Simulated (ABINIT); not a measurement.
# CdS (Greenockite) (P6_3mc) in ABINIT: settings compared

The runs below take CdS (Greenockite) through single point, relaxation of cell and atoms, with LDA, PBEsol.

All numbers are computed with ABINIT 10.8.3 (patched build); they aren't measurements. Logs are shortened: lines on timing, memory, paths and dates and some standing lists are left out, and cuts for length are marked. The log counts tension as positive stress, the text compression.

**Measured values to compare with.**

“Isotope dependence of band-gap energy”, 2008, arxiv:0807.2152 quotes, for a bulk crystal of CdS: band gap 2.5809 ± 0.0002 eV.

The results are compared with them further down.

**1. The structure**

It takes space group P6_3mc (No. 186, hexagonal). Conventional cell: a = 4.150 Å, b = 4.150 Å, c = 6.737 Å, α = 90.00°, β = 90.00°, γ = 120.00°. Around Cd (site symmetry 3m) lie 4 S at 2.53 to 2.54 Å. S (site symmetry 3m) is surrounded by 4 Cd at 2.53 to 2.54 Å.

**2. Single point, LDA**

Contents of run.abi:

```
# Pseudopotentials
pp_dirpath "./"
pseudos "Cd.hgh, S.hgh"

# Structure
acell 4.15 4.15 6.737 Angstrom
rprim
     1.0000000000     0.0000000000     0.0000000000
    -0.5000000000     0.8660254038     0.0000000000
     0.0000000000     0.0000000000     1.0000000000
ntypat 2
znucl 48 16
natom 4
typat 1 1 2 2
xred
     0.6666666667     0.3333333333     0.5000000000
     0.3333333333     0.6666666667     0.0000000000
     0.6666666667     0.3333333333     0.8750000000
     0.3333333333     0.6666666667     0.3750000000

# Plane-wave basis
ecut 20.0

# k points
kptopt 1
ngkpt 5 5 3
nshiftk 1
shiftk 0.0 0.0 0.0

# Exchange and correlation
ixc 7

# Bands and occupations
nband 12
occopt 3
tsmear 0.05 eV

# SCF cycle
nstep 100
tolvrs 1.0e-10

# Output
iomode 3
prtwf 0
prtden 0
prteig 0
prtebands 0
```

Potentials or basis: HGH LDA.

Started as:

```
$ abinit run.abi > log 2>&1
```

run.abo:

```text
.Version 10.8.3 of ABINIT
 Symmetries : space group P6_3 m c (#186); Bravais hP (primitive hexag.)
================================================================================
 Values of the parameters that define the memory need of the present run
     intxc =       0    ionmov =       0      iscf =       7    lmnmax =       6
     lnmax =       6     mgfft =      54  mpssoang =       3    mqgrid =    3001
     natom =       4  nloc_mem =       1    nspden =       1   nspinor =       1
    nsppol =       1      nsym =      12    n1xccc =       0    ntypat =       2
    occopt =       3   xclevel =       1
       mpw =        2912          nfft =       55296          nkpt =          10
================================================================================
================================================================================

--------------------------------------------------------------------------------
------------- Echo of variables that govern the present computation ------------
--------------------------------------------------------------------------------
 -outvars: echo values of preprocessed input variables --------
            acell      7.8423634225E+00  7.8423634225E+00  1.2731084910E+01 Bohr
              amu      1.12411000E+02  3.20660000E+01
             ecut      2.00000000E+01 Hartree
              ixc           7
         kptrlatt        5    0    0      0    5    0      0    0    3
          kptrlen      3.81932547E+01
            natom           4
            nband          12
            ngfft          32      32      54
             nkpt          10
            nstep         100
             nsym          12
           ntypat           2
           occopt           3
           prtden           0
        prtebands           0
           prteig           0
            prtwf           0
            rprim      1.0000000000E+00  0.0000000000E+00  0.0000000000E+00
                      -5.0000000000E-01  8.6602540380E-01  0.0000000000E+00
                       0.0000000000E+00  0.0000000000E+00  1.0000000000E+00
          spgroup         186
           tolvrs      1.00000000E-10
           tsmear      1.83746611E-03 Hartree
            typat      1  1  2  2
           xangst      2.0750000000E+00  1.1980018086E+00  3.3685000000E+00
                       7.0616276948E-17  2.3960036172E+00  0.0000000000E+00
                       2.0750000000E+00  1.1980018086E+00  5.8948750000E+00
                       7.0616276948E-17  2.3960036172E+00  2.5263750000E+00
            xcart      3.9211817113E+00  2.2638953166E+00  6.3655424551E+00
                       1.3344542346E-16  4.5277906332E+00  0.0000000000E+00
                       3.9211817113E+00  2.2638953166E+00  1.1139699296E+01
                       1.3344542346E-16  4.5277906332E+00  4.7741568413E+00
             xred      6.6666666667E-01  3.3333333333E-01  5.0000000000E-01
                       3.3333333333E-01  6.6666666667E-01  0.0000000000E+00
                       6.6666666667E-01  3.3333333333E-01  8.7500000000E-01
                       3.3333333333E-01  6.6666666667E-01  3.7500000000E-01
            znucl       48.00000   16.00000

[... 134 lines left out ...]
    1      2.07500000000000     1.19800180859000     3.36850000000000
    2      0.00000000000000     2.39600361718000     0.00000000000000
    3      2.07500000000000     1.19800180859000     5.89487500000000
    4      0.00000000000000     2.39600361718000     2.52637500000000

 cartesian forces (hartree/bohr) at end:
    1     -0.00000000000000    -0.00000000000000    -0.00038155281627
    2      0.00000000000000     0.00000000000000    -0.00038155281627
    3      0.00000000000000     0.00000000000000     0.00038155281627
    4     -0.00000000000000    -0.00000000000000     0.00038155281627
 frms,max,avg= 2.2028962E-04 3.8155282E-04   0.000E+00  0.000E+00 -6.777E-07 h/b

 cartesian forces (eV/Angstrom) at end:
    1     -0.00000000000000    -0.00000000000000    -0.01962023467738
    2      0.00000000000000     0.00000000000000    -0.01962023467738
    3      0.00000000000000     0.00000000000000     0.01962023467738
    4     -0.00000000000000    -0.00000000000000     0.01962023467738
 frms,max,avg= 1.1327748E-02 1.9620235E-02   0.000E+00  0.000E+00 -3.485E-05 e/A
 length scales=  7.842363422517  7.842363422517 12.731084910241 bohr
              =  4.150000000000  4.150000000000  6.737000000000 angstroms
 Fermi (or HOMO) energy (hartree) =   0.08261   Average Vxc (hartree)=  -0.28634
 Eigenvalues (hartree) for nkpt=  10  k points:
 kpt#   1, nband= 12, wtk=  0.01333, kpt=  0.0000  0.0000  0.0000 (reduced coord)
  -0.38224   -0.35159   -0.09652    0.02769    0.02769    0.05051    0.05189    0.05189
   0.11150    0.16726    0.30091    0.30091
      occupation numbers for kpt#   1
   2.00000    2.00000    2.00000    2.00000    2.00000    2.00000    2.00000    2.00000
   0.00000    0.00000    0.00000    0.00000
 prteigrs : prtvol=0 or 1, do not print more k-points.

--- !EnergyTerms
iteration_state     : {dtset: 1, }
comment             : Components of total free energy in Hartree
kinetic             :  8.43380169053467E+00
hartree             :  4.24942416599702E+00
xc                  : -5.30693015026505E+00
Ewald energy        : -1.82888442268300E+01
psp_core            : -1.41495437480713E-01
local_psp           : -1.58897638579678E+01
non_local_psp       :  4.25889232647002E+00
internal            : -2.26849154895419E+01
'-kT*entropy'       : -2.53350070429498E-10
total_energy        : -2.26849154897952E+01
total_energy_eV     : -6.17287997350255E+02
band_energy         : -1.62820344131328E+00
...

 Cartesian components of stress tensor (hartree/bohr^3)
  sigma(1 1)=  4.73935748E-04  sigma(3 2)=  0.00000000E+00
  sigma(2 2)=  4.73935748E-04  sigma(3 1)=  0.00000000E+00
  sigma(3 3)=  4.63510981E-04  sigma(2 1)=  0.00000000E+00

-Cartesian components of stress tensor (GPa)         [Pressure= -1.3841E+01 GPa]
- sigma(1 1)=  1.39436711E+01  sigma(3 2)=  0.00000000E+00
- sigma(2 2)=  1.39436711E+01  sigma(3 1)=  0.00000000E+00
- sigma(3 3)=  1.36369639E+01  sigma(2 1)=  0.00000000E+00

== END DATASET(S) ==============================================================
================================================================================

 -outvars: echo values of variables after computation  --------
            acell      7.8423634225E+00  7.8423634225E+00  1.2731084910E+01 Bohr
           etotal     -2.2684915490E+01
            fcart     -3.4334614173E-29 -1.9823098735E-29 -3.8155281627E-04
                       3.4334614173E-29  1.9823098735E-29 -3.8155281627E-04
                       6.8669228346E-29  3.9646197470E-29  3.8155281627E-04
                      -6.8669228346E-29 -3.9646197470E-29  3.8155281627E-04
            rprim      1.0000000000E+00  0.0000000000E+00  0.0000000000E+00
                      -5.0000000000E-01  8.6602540380E-01  0.0000000000E+00
                       0.0000000000E+00  0.0000000000E+00  1.0000000000E+00
           strten      4.7393574784E-04  4.7393574783E-04  4.6351098145E-04
                       0.0000000000E+00  0.0000000000E+00  0.0000000000E+00
           xangst      2.0750000000E+00  1.1980018086E+00  3.3685000000E+00
                       7.0616276948E-17  2.3960036172E+00  0.0000000000E+00
                       2.0750000000E+00  1.1980018086E+00  5.8948750000E+00
                       7.0616276948E-17  2.3960036172E+00  2.5263750000E+00
             xred      6.6666666667E-01  3.3333333333E-01  5.0000000000E-01
                       3.3333333333E-01  6.6666666667E-01  0.0000000000E+00
                       6.6666666667E-01  3.3333333333E-01  8.7500000000E-01
                       3.3333333333E-01  6.6666666667E-01  3.7500000000E-01
 Calculation completed.
```

It took 8.9 s on 1 thread of Arm Neoverse V1, shared host; peak memory 0.06 GiB.

What came out:

| Quantity | Value |
| --- | --- |
| Free energy | -617.2880 eV |
| Largest force | 0.020 eV/Å |
| Band gap on the k mesh | 1.62 eV, direct |
| Valence electrons inside the program's atomic spheres | Cd 0.36; S 3.83 |

Forces on the atoms (eV/Å):
```
Cd   0.000  0.000 -0.020
Cd   0.000  0.000 -0.020
S    0.000  0.000  0.020
S    0.000  0.000  0.020
```

Levels at points of the mesh, in eV from the valence-band top:
| k point | band 5 | band 6 | band 7 | band 8 | band 9 | band 10 | band 11 | band 12 |
| --- | --- | --- | --- | --- | --- | --- | --- | --- |
| (0.00, 0.00, 0.00) | -0.66 | -0.04 | 0.00 | 0.00 | 1.62 | 3.14 | 6.78 | 6.78 |

Caveat: the cutoff is too short for stress, so the log's stress isn't used; HGH potentials are hard and often keep d shells in the core, so these values are rough. LDA gaps usually lie below the measured ones, often by a third to a half.

**3. Single point, LDA**

Contents of run.abi:

```
pp_dirpath "./"
pseudos "Cd.upf, S.upf"

acell 3*1.0 Angstrom
rprim
     4.1500000000     0.0000000000     0.0000000000
    -2.0750000000     3.5940054257     0.0000000000
     0.0000000000     0.0000000000     6.7370000000
ntypat 2
znucl 48 16
natom 4
typat 1 1 2 2
xcart
     2.0750000002     1.1980018084     3.3685000000
    -0.0000000002     2.3960036173     0.0000000000
     2.0750000002     1.1980018084     5.8948750000
    -0.0000000002     2.3960036173     2.5263750000 Angstrom

ecut 47.0

kptopt 1
ngkpt 5 5 3
nshiftk 1
shiftk 0.0 0.0 0.0

ixc 7

nband 32
occopt 3
tsmear 0.00183747

nstep 100
tolvrs 1.0e-10

iomode 3
prtwf 0
prtden 0
prteig 0
prtebands 0
enunit 2
```

Potentials or basis: PseudoDojo NC SR LDA v0.4.1 standard.

Started as:

```
$ mpirun --bind-to none -np 4 abinit run.abi > log 2>&1
```

Run time: 65 s. Hardware: 4 MPI ranks of Arm Neoverse V1, shared host; peak memory 0.44 GiB.

Results (log left out):

```
Free energy                                           : -10143.7626 eV
Largest force                                         : 0.058 eV/Å
Band gap on the k mesh                                : 0.91 eV, direct
Valence electrons inside the program's atomic spheres : Cd 17.16; S 3.88
```

Forces on the atoms (eV/Å):
```
Cd   0.000  0.000 -0.058
Cd   0.000  0.000 -0.058
S    0.000  0.000  0.058
S    0.000  0.000  0.058
```

Levels at points of the mesh, in eV from the valence-band top:
```csv
k point,band 24,band 25,band 26,band 27,band 28,band 29
"(0.00, 0.00, 0.00)",-0.05,0.00,0.00,0.91,2.54,6.26
```

Caveat: the cutoff is too short for stress, so the log's stress isn't used.

**4. Single point, PBEsol**

Contents of run.abi:

```
pp_dirpath "./"
pseudos "Cd.upf, S.upf"

acell 3*1.0
rprim
     7.8423634172     0.0000000000     0.0000000000
    -3.9211817086     6.7916859450     0.0000000000
     0.0000000000     0.0000000000    12.7310849016
ntypat 2
znucl 48 16
natom 4
typat 1 1 2 2
xred
     0.6666666667     0.3333333333     0.5000000000
     0.3333333333     0.6666666667     0.0000000000
     0.6666666667     0.3333333333     0.8750000000
     0.3333333333     0.6666666667     0.3750000000

ecut 51.0

kptopt 1
ngkpt 5 5 3
nshiftk 1
shiftk 0.0 0.0 0.0

ixc -116133

nband 32
occopt 3
tsmear 0.05 eV

nstep 100
tolvrs 1.0e-10

iomode 3
prtwf 0
prteig 0
prtebands 0
enunit 2
prtden 1
prtvha 1
prtvclmb 1
prtpot 1
prtelf 1
```

Potentials or basis: PseudoDojo NC SR PBEsol v0.4.1 standard.

Started as:

```
$ abinit run.abi > log 2>&1
```

Wall time 4 min (1 thread of Arm Neoverse V1, shared host); peak memory 0.19 GiB.

It converged, with:

```yaml
Free_energy: -10137.3763 eV
Pressure: -1.0 GPa
Largest_force: 0.062 eV/Å
Band_gap_on_the_k_mesh: 1.05 eV, direct
Valence_electrons_inside_the_program's_atomic_spheres: Cd 17.15; S 3.87
```

Forces in eV/Å, atoms in the order of the input:
```
Cd   0.000  0.000 -0.062
Cd   0.000  0.000 -0.062
S    0.000  0.000  0.062
S    0.000  0.000  0.062
```

Stress tensor (GPa, compression positive):
```
-1.13  0.00  0.00
 0.00 -1.13  0.00
 0.00  0.00 -0.61
```

Levels at points of the mesh, in eV from the valence-band top:
```csv
k point,band 22,band 23,band 24,band 25,band 26,band 27,band 28,band 29,band 30,band 31
"(0.00, 0.00, 0.00)",-0.77,-0.77,-0.04,0.00,0.00,1.05,2.66,6.35,6.35,6.68
```

(Continued in part 2 of 2.)
